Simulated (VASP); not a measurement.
# V (Im-3m) in VASP: a series of runs

One crystal, V, is run at these levels: r2SCAN, r2SCAN+rVV10; tasks: relaxation of cell and atoms.

Everything below comes from runs of VASP 6.6.1. Logs are shortened: lines on timing, memory, paths and dates and some standing lists are left out, and cuts for length are marked.

**1. The crystal as given**

The structure is cubic, space group Im-3m (No. 229). Conventional cell: a = 3.026 Å, b = 3.026 Å, c = 3.026 Å, α = 90.00°, β = 90.00°, γ = 90.00°. Around V (site symmetry m-3m) lie 8 V at 2.62 Å.

**2. Relaxation of cell and atoms, r2SCAN**

File INCAR:

```
SYSTEM = V
ALGO = Normal
EDIFF = 1E-7
EDIFFG = -0.005
ENCUT = 600
IBRION = 2
ISIF = 3
ISMEAR = 0
LASPH = .True.
LCHARG = .False.
LMIXTAU = .True.
LREAL = .False.
LWAVE = .False.
METAGGA = R2SCAN
NELM = 80
NSW = 90
PREC = Accurate
SIGMA = 0.1
```

File KPOINTS:

```
k-points
0
Gamma
  20 20 20
  0 0 0
```

File POSCAR:

```
V
1.0
   -1.5129450000      1.5129450000      1.5129450000
    1.5129450000     -1.5129450000      1.5129450000
    1.5129450000      1.5129450000     -1.5129450000
V
1
Direct
    0.0000000000      0.0000000000      0.0000000000
```

Potentials or basis: VASP PAW PBE potentials, release 64 (V_sv).

Started as:

```
> cat potpaw_PBE.64/V_sv/POTCAR > POTCAR
> mpirun -np 1 vasp_std > vasp.out
```

OUTCAR:

```text
SYSTEM = V
   EDIFF = 1E-7
   EDIFFG = -0.005
   ENCUT = 600
   IBRION = 2
   ISIF = 3
   ISMEAR = 0
   LASPH = .True.
   LREAL = .False.
   METAGGA = R2SCAN
   NELM = 80
   NSW = 90
   PREC = Accurate

 ion  position               nearest neighbor table
   1  0.000  0.000  0.000-

  LATTYP: Found a body centered cubic cell.
 ALAT       =     3.0258900000

  Lattice vectors:

 A1 = (  -1.5129450000,   1.5129450000,   1.5129450000)
 A2 = (   1.5129450000,  -1.5129450000,   1.5129450000)
 A3 = (   1.5129450000,   1.5129450000,  -1.5129450000)

Analysis of symmetry for initial positions (statically):
=====================================================================
 Subroutine PRICEL returns:
 Original cell was already a primitive cell.

 Routine SETGRP: Setting up the symmetry group for a
 body centered cubic supercell.

 Subroutine GETGRP returns: Found 48 space group operations
 (whereof 48 operations were pure point group operations)
 out of a pool of 48 trial point group operations.

The static configuration has the point symmetry O_h .

Analysis of symmetry for dynamics (positions and initial velocities):
=====================================================================
 Subroutine PRICEL returns:
 Original cell was already a primitive cell.

 Routine SETGRP: Setting up the symmetry group for a
 body centered cubic supercell.

 Subroutine GETGRP returns: Found 48 space group operations
 (whereof 48 operations were pure point group operations)
 out of a pool of 48 trial point group operations.

The dynamic configuration has the point symmetry O_h .

 Subroutine INISYM returns: Found 48 space group operations
 (whereof 48 operations are pure point group operations),
 and found     1 'primitive' translations

----------------------------------------------------------------------------------------

                                     Primitive cell

  volume of cell :      13.8525

  direct lattice vectors                    reciprocal lattice vectors
    -1.512945000  1.512945000  1.512945000     0.000000000  0.330481280  0.330481280
     1.512945000 -1.512945000  1.512945000     0.330481280  0.000000000  0.330481280
     1.512945000  1.512945000 -1.512945000     0.330481280  0.330481280  0.000000000

  length of vectors
     2.620497609  2.620497609  2.620497609     0.467371108  0.467371108  0.467371108

  position of ions in fractional coordinates (direct lattice)
     0.000000000  0.000000000  0.000000000

  ion indices of the primitive-cell ions
   primitive index   ion index
                 1           1

----------------------------------------------------------------------------------------

 KPOINTS: k-points

Automatic generation of k-mesh.
 Grid dimensions read from file:
 generate k-points for:   20   20   20

 Generating k-lattice:

  Cartesian coordinates                     Fractional coordinates (reciprocal lattice)
     0.000000000  0.016524064  0.016524064     0.050000000  0.000000000  0.000000000
     0.016524064  0.000000000  0.016524064     0.000000000  0.050000000  0.000000000
     0.016524064  0.016524064  0.000000000     0.000000000  0.000000000  0.050000000

  Length of vectors
     0.023368555  0.023368555  0.023368555

  Shift w.r.t. Gamma in fractional coordinates (k-lattice)
     0.000000000  0.000000000  0.000000000

 Subroutine IBZKPT returns following result:
 ===========================================

 Found    256 irreducible k-points:

 Following reciprocal coordinates:
            Coordinates               Weight
  0.000000  0.000000  0.000000      1.000000
  0.050000  0.000000  0.000000     12.000000
  0.100000  0.000000  0.000000     12.000000
  0.150000  0.000000  0.000000     12.000000
  0.200000  0.000000  0.000000     12.000000
  0.250000  0.000000  0.000000     12.000000
[... 16 lines left out ...]
  0.200000  0.100000 -0.000000     48.000000
  0.250000  0.100000 -0.000000     48.000000
 [... further k-points ...]
   k-points           NKPTS =    256   k-points in BZ     NKDIM =    256   number of bands    NBANDS=     10
   number of dos      NEDOS =    301   number of ions     NIONS =      1
   total plane-waves  NPLWV =  13824
   dimension x,y,z NGX =    24 NGY =   24 NGZ =   24
   dimension x,y,z NGXF=    48 NGYF=   48 NGZF=   48
   ions per type =               1
   NGX,Y,Z   is equivalent  to a cutoff of  15.23, 15.23, 15.23 a.u.
   NGXF,Y,Z  is equivalent  to a cutoff of  30.45, 30.45, 30.45 a.u.
 SYSTEM =  V
   PREC   = accura    normal or accurate (medium, high low for compatibility)
   ISTART =      0    job   : 0-new  1-cont  2-samecut
   ICHARG =      2    charge: 1-file 2-atom 10-const
   ISPIN  =      1    spin polarized calculation?
   LNONCOLLINEAR =      F non collinear calculations
   LSORBIT =      F    spin-orbit coupling
   LASPH  =      T    aspherical Exc in radial PAW
   ENCUT  =  600.0 eV  44.10 Ry    6.64 a.u.   5.23  5.23  5.23*2*pi/ulx,y,z
   NELM   =     80;   NELMIN=  2; NELMDL= -5     # of ELM steps
   EDIFF  = 0.1E-06   stopping-criterion for ELM
   LREAL  =      F    real-space projection
   EDIFFG = -.5E-02   stopping-criterion for IOM
   NSW    =     90    number of steps for IOM
   IBRION =      2    ionic relax: 0-MD 1-quasi-New 2-CG
   NFREE  =      1    steps in history (QN), initial steepest desc. (CG)
   ISIF   =      3    stress and relaxation
   ISYM   =      2    0-nonsym 1-usesym 2-fastsym
   POTIM  = 0.5000    time-step for ionic-motion
   TEBEG  =    0.0;   TEEND  =   0.0 temperature during run
   PSTRESS=    0.0 pullay stress
   NELECT =      13.0000    total number of electrons
   NUPDOWN=      -1.0000    fix difference up-down
   EMIN   =  10.00;   EMAX   =-10.00  energy-range for DOS
   EFERMI =   0.00;   METHOD = LEGACY
   ISMEAR =     0;   SIGMA  =   0.10  broadening in eV -4-tet -1-fermi 0-gaus
   EFERMI_NEDOS =   21; number of points for ismear=-14 and -15
   IALGO  =     38    algorithm
   IMIX   =      4    mixing-type and parameters
     AMIX     =   0.40;   BMIX     =  1.00
     AMIX_MAG =   1.60;   BMIX_MAG =  1.00
  volume/ion in A,a.u.               =      13.85        93.48
  Fermi-wavevector in a.u.,A,eV,Ry     =   1.602801  3.028854 34.952953  2.568970
  Thomas-Fermi vector in A             =   2.699564
   LORBIT       =      0    0 simple, 1 ext, 2 COOP (PROOUT), +10 PAW based schemes
   METAGGA = R2SCAN    functional components
   LHFCALC =     F    Hartree Fock is set to
   AEXX    =    0.0000 exact exchange contribution
   IVDW    =     0    specifies the selected vdW correction
   LEPSILON=     F    determine dielectric tensor
   LRPA    =     F    only Hartree local field effects (RPA)
 conjugate gradient relaxation of ions
 non-spin polarized calculation
 Gauss-broadening in eV      SIGMA  =   0.10
  energy-cutoff  :      600.00
  volume of cell :       13.85
 maximum number of plane-waves:       476
 NGX is ok and might be reduce to    24

--------------------------------------- Ionic step        1  -------------------------------------------

 number of electron      13.0000003 magnetization

 Free energy of the ion-electron system (eV)
  ---------------------------------------------------
  ext. energy  EPLUGINS =         0.00000000
  ---------------------------------------------------
  free energy    TOTEN  =       -14.12155379 eV

  energy without entropy =      -14.11308615  energy(sigma->0) =      -14.11731997

------------------------ aborting loop because EDIFF is reached ----------------------------------------

  FORCE on cell =-STRESS in cart. coord.  units (eV):
  Direction    XX          YY          ZZ          XY          YZ          ZX
  --------------------------------------------------------------------------------------
  -------------------------------------------------------------------------------------
  Total       -0.6299749     -0.6299749     -0.6299749     -0.0000000     -0.0000000     -0.0000000
  in kB      -72.8625536    -72.8625536    -72.8625536     -0.0000000     -0.0000000     -0.0000000
  external PRESSURE =     -72.8625536 kB  Pullay stress =       0.0000000 kB
[... 20 lines left out ...]
  energy  without entropy=      -14.1130861470  energy(sigma->0) =      -14.11731997

--------------------------------------- Ionic step        2  -------------------------------------------

 number of electron      13.0000001 magnetization

 E-fermi :  10.4914     XC(G=0): -14.4637

 val. band max:       10.4884145195   @ k =  -0.2000   0.2500   0.1000
 cond. band min:      10.4928513555   @ k =  -0.3000   0.3000   0.1500
 fundamental gap:      0.0044368360
 Fermi energy:        10.4913566121

 k-point     1 :       0.0000    0.0000    0.0000
  band No.  band energies     occupation
      1     -55.7473      2.00000
      2     -27.7802      2.00000
      3     -27.7802      2.00000
      4     -27.7802      2.00000
      5       3.3032      2.00000
      6      10.9915      0.00000
      7      10.9915      0.00000
      8      10.9915      0.00000
      9      13.3414      0.00000
     10      13.3414      0.00000
[... 366 lines left out ...]
  energy  without entropy=      -14.1263111835  energy(sigma->0) =      -14.13037479

--------------------------------------- Ionic step        4  -------------------------------------------

 number of electron      12.9999998 magnetization

 Free energy of the ion-electron system (eV)
  ---------------------------------------------------
  ext. energy  EPLUGINS =         0.00000000
  ---------------------------------------------------
  free energy    TOTEN  =       -14.13443990 eV

  energy without entropy =      -14.12631959  energy(sigma->0) =      -14.13037975

 E-fermi :   9.8205     XC(G=0): -14.1441

 val. band max:        9.8172229562   @ k =  -0.1500   0.2500   0.0500
 cond. band min:       9.8243077057   @ k =  -0.3500   0.4000   0.1500
 fundamental gap:      0.0070847495
 Fermi energy:         9.8204574690

 k-point     1 :       0.0000    0.0000    0.0000
  band No.  band energies     occupation
      1     -56.4825      2.00000
      2     -28.6121      2.00000
      3     -28.6121      2.00000
      4     -28.6121      2.00000
      5       2.7335      2.00000
      6      10.3078      0.00000
      7      10.3078      0.00000
      8      10.3078      0.00000
      9      12.5213      0.00000
     10      12.5213      0.00000
[... 327 lines left out ...]
  FREE ENERGIE OF THE ION-ELECTRON SYSTEM (eV)
  ---------------------------------------------------
  free  energy   TOTEN  =       -14.1344398987 eV

  energy  without entropy=      -14.1263195926  energy(sigma->0) =      -14.13037975

 reached required accuracy - stopping structural energy minimisation
```

Wall time 23 min (1 thread of AMD EPYC 7R43 (Zen 3), shared host); peak memory 0.14 GiB.

What came out:

* Free energy: -14.1344 eV
* Relaxed volume: 13.30 Å³/atom
* Relaxed cell: a = 2.585 Å, b = 2.585 Å, c = 2.585 Å, α = 109.47°, β = 109.47°, γ = 109.47°
* Space group after relaxing (to 0.05 Å): Im-3m (No. 229)
* Energy gained by relaxing: 12.9 meV/atom
* Ionic steps: 4
* Pressure after relaxing: 0.1 GPa
* Band gap on the k mesh: none (metal or under the smearing width)

Step by step:
```csv
step,energy change (eV),largest force (eV/Å),pressure (GPa),volume (Å³)
1,0.0000,0.0000,-7.29,13.85
2,0.0098,0.0000,11.19,12.63
3,-0.0129,0.0000,-0.10,13.31
4,-0.0129,0.0000,0.05,13.30
```

Final structure:
```xyz
1
Lattice="-1.4925 1.4925 1.4925 1.4925 -1.4925 1.4925 1.4925 1.4925 -1.4925" Properties=species:S:1:pos:R:3 pbc="T T T"
V     2.9851    0.0000    0.0000
```

Caveat: the PAW data sets were made with another functional, which shifts forces and pressure a little.

**3. Relaxation of cell and atoms, r2SCAN+rVV10**

INCAR, as its differences from that of step 2:

```diff
@@ -2,2 +2,4 @@
 ALGO = Normal
+BPARAM = 11.95
+CPARAM = 0.0093
 EDIFF = 1E-7
@@ -8,2 +10,3 @@
 ISMEAR = 0
+IVDW_NL = 2
 LASPH = .True.
@@ -12,2 +15,3 @@
 LREAL = .False.
+LUSE_VDW = .True.
 LWAVE = .False.
```

KPOINTS is that of step 2.

POSCAR is that of step 2.

Potentials or basis: VASP PAW PBE potentials, release 64 (V_sv).

Started as:

```
> cat potpaw_PBE.64/V_sv/POTCAR > POTCAR
> mpirun -np 1 vasp_std > vasp.out
```

OUTCAR:

```text
SYSTEM = V
   BPARAM = 11.95
   EDIFF = 1E-7
   EDIFFG = -0.005
   ENCUT = 600
   IBRION = 2
   ISIF = 3
   ISMEAR = 0
   IVDW_NL = 2
   LASPH = .True.
   LREAL = .False.
   METAGGA = R2SCAN
   NELM = 80
   NSW = 90
   PREC = Accurate

 ion  position               nearest neighbor table
   1  0.000  0.000  0.000-

  LATTYP: Found a body centered cubic cell.
 ALAT       =     3.0258900000

  Lattice vectors:

 A1 = (  -1.5129450000,   1.5129450000,   1.5129450000)
 A2 = (   1.5129450000,  -1.5129450000,   1.5129450000)
 A3 = (   1.5129450000,   1.5129450000,  -1.5129450000)

Analysis of symmetry for initial positions (statically):
=====================================================================
 Subroutine PRICEL returns:
 Original cell was already a primitive cell.

 Routine SETGRP: Setting up the symmetry group for a
 body centered cubic supercell.

 Subroutine GETGRP returns: Found 48 space group operations
 (whereof 48 operations were pure point group operations)
 out of a pool of 48 trial point group operations.

The static configuration has the point symmetry O_h .

Analysis of symmetry for dynamics (positions and initial velocities):
=====================================================================
 Subroutine PRICEL returns:
 Original cell was already a primitive cell.

 Routine SETGRP: Setting up the symmetry group for a
 body centered cubic supercell.

 Subroutine GETGRP returns: Found 48 space group operations
 (whereof 48 operations were pure point group operations)
 out of a pool of 48 trial point group operations.

The dynamic configuration has the point symmetry O_h .

 Subroutine INISYM returns: Found 48 space group operations
 (whereof 48 operations are pure point group operations),
 and found     1 'primitive' translations

----------------------------------------------------------------------------------------

                                     Primitive cell

[... 121 lines left out ...]
 conjugate gradient relaxation of ions
 non-spin polarized calculation
 Gauss-broadening in eV      SIGMA  =   0.10
  energy-cutoff  :      600.00
  volume of cell :       13.85
 maximum number of plane-waves:       476
 NGX is ok and might be reduce to    24

--------------------------------------- Ionic step        1  -------------------------------------------

 number of electron      13.0000003 magnetization

 Free energy of the ion-electron system (eV)
  ---------------------------------------------------
  ext. energy  EPLUGINS =         0.00000000
  ---------------------------------------------------
  free energy    TOTEN  =       -13.83010048 eV

  energy without entropy =      -13.82165876  energy(sigma->0) =      -13.82587962

------------------------ aborting loop because EDIFF is reached ----------------------------------------

  FORCE on cell =-STRESS in cart. coord.  units (eV):
  Direction    XX          YY          ZZ          XY          YZ          ZX
  --------------------------------------------------------------------------------------
  -------------------------------------------------------------------------------------
  Total       -0.7470222     -0.7470222     -0.7470222      0.0000000      0.0000000      0.0000000
  in kB      -86.4001906    -86.4001906    -86.4001906      0.0000000      0.0000000      0.0000000
  external PRESSURE =     -86.4001906 kB  Pullay stress =       0.0000000 kB
[... 22 lines left out ...]
--------------------------------------- Ionic step        2  -------------------------------------------

 number of electron      13.0000003 magnetization

 E-fermi :  10.7122     XC(G=0): -14.5972

 val. band max:       10.7072314695   @ k =  -0.3000   0.3000   0.1500
 cond. band min:      10.7122868750   @ k =  -0.2000   0.2500   0.0500
 fundamental gap:      0.0050554055
 Fermi energy:        10.7122340183

 k-point     1 :       0.0000    0.0000    0.0000
  band No.  band energies     occupation
      1     -55.4957      2.00000
      2     -27.4921      2.00000
      3     -27.4921      2.00000
      4     -27.4920      2.00000
      5       3.4776      2.00000
      6      11.2195      0.00000
      7      11.2195      0.00000
      8      11.2196      0.00000
      9      13.6191      0.00000
     10      13.6191      0.00000
[... 368 lines left out ...]
--------------------------------------- Ionic step        4  -------------------------------------------

 number of electron      12.9999997 magnetization

 Free energy of the ion-electron system (eV)
  ---------------------------------------------------
  ext. energy  EPLUGINS =         0.00000000
  ---------------------------------------------------
  free energy    TOTEN  =       -13.84817117 eV

  energy without entropy =      -13.84013004  energy(sigma->0) =      -13.84415061

 E-fermi :   9.8990     XC(G=0): -14.2121

 val. band max:        9.8955984306   @ k =  -0.1500   0.2500   0.0500
 cond. band min:       9.9025253186   @ k =  -0.3500   0.4000   0.1500
 fundamental gap:      0.0069268880
 Fermi energy:         9.8989829402

 k-point     1 :       0.0000    0.0000    0.0000
  band No.  band energies     occupation
      1     -56.3835      2.00000
      2     -28.5007      2.00000
      3     -28.5007      2.00000
      4     -28.5007      2.00000
      5       2.7814      2.00000
      6      10.3924      0.00000
      7      10.3924      0.00000
      8      10.3924      0.00000
      9      12.6260      0.00000
     10      12.6260      0.00000
[... 327 lines left out ...]
  FREE ENERGIE OF THE ION-ELECTRON SYSTEM (eV)
  ---------------------------------------------------
  free  energy   TOTEN  =       -13.8481711670 eV

  energy  without entropy=      -13.8401300444  energy(sigma->0) =      -13.84415061

 reached required accuracy - stopping structural energy minimisation
```

OSZICAR:

```text
N       E                     dE             d eps       ncg     rms          rms(c)
DAV:   1     0.926352936666E+02    0.92635E+02   -0.80520E+03  5120   0.160E+03
DAV:   2    -0.169288589881E+02   -0.10956E+03   -0.10753E+03  5266   0.406E+02
[... 52 lines left out ...]
DAV:   3    -0.138481687983E+02   -0.63067E-05   -0.86910E-06  5120   0.404E-02    0.163E-02
DAV:   4    -0.138481650087E+02    0.37896E-05   -0.13143E-05  5120   0.439E-02    0.594E-03
DAV:   5    -0.138481708644E+02   -0.58557E-05   -0.70508E-06  5120   0.358E-02    0.277E-03
DAV:   6    -0.138481714541E+02   -0.58966E-06   -0.36674E-07  5120   0.972E-03    0.356E-04
DAV:   7    -0.138481710923E+02    0.36177E-06   -0.10744E-07  2786   0.566E-03    0.259E-04
DAV:   8    -0.138481711963E+02   -0.10397E-06   -0.10462E-08  2560   0.187E-03    0.109E-04
DAV:   9    -0.138481711670E+02    0.29266E-07   -0.11758E-09  2560   0.654E-04
   4 F= -.13848171E+02 E0= -.13844151E+02  d E =-.180707E-01
```

Wall time 18 min (1 thread of AMD EPYC 7R43 (Zen 3), shared host); peak memory 0.22 GiB.

What came out:

| Item | Value |
| --- | --- |
| Free energy | -13.8482 eV |
| Relaxed volume | 13.20 Å³/atom |
| Relaxed cell | a = 2.579 Å, b = 2.579 Å, c = 2.579 Å, α = 109.47°, β = 109.47°, γ = 109.47° |
| Space group after relaxing (to 0.05 Å) | Im-3m (No. 229) |
| Energy gained by relaxing | 18.1 meV/atom |
| Ionic steps | 4 |
| Pressure after relaxing | 0.0 GPa |
| Band gap on the k mesh | none (metal or under the smearing width) |

The path:
```tsv
step	energy change (eV)	largest force (eV/Å)	pressure (GPa)	volume (Å³)
1	0.0000	0.0000	-8.64	13.85
2	0.0149	0.0000	13.90	12.41
3	-0.0181	0.0000	-0.15	13.22
4	-0.0181	0.0000	0.03	13.20
```

Final structure:
```
CELL_PARAMETERS angstrom
-1.48896 1.48896 1.48896
1.48896 -1.48896 1.48896
1.48896 1.48896 -1.48896
ATOMIC_POSITIONS crystal
V 0.00000 0.00000 0.00000
```

Levels at points of the mesh, in eV from the Fermi level:
| k point | band 5 | band 6 | band 7 | band 8 | band 9 | band 10 |
| --- | --- | --- | --- | --- | --- | --- |
| (0.00, 0.00, 0.00) | -7.12 | 0.49 | 0.49 | 0.49 | 2.73 | 2.73 |
| (0.50, 0.00, 0.00) | -3.41 | -1.18 | 1.58 | 2.71 | 3.12 | 4.41 |
| (0.50, 0.50, 0.50) | -3.21 | -3.21 | 3.99 | 3.99 | 3.99 | 10.82 |

Caveat: the PAW data sets were made with another functional, which shifts forces and pressure a little.
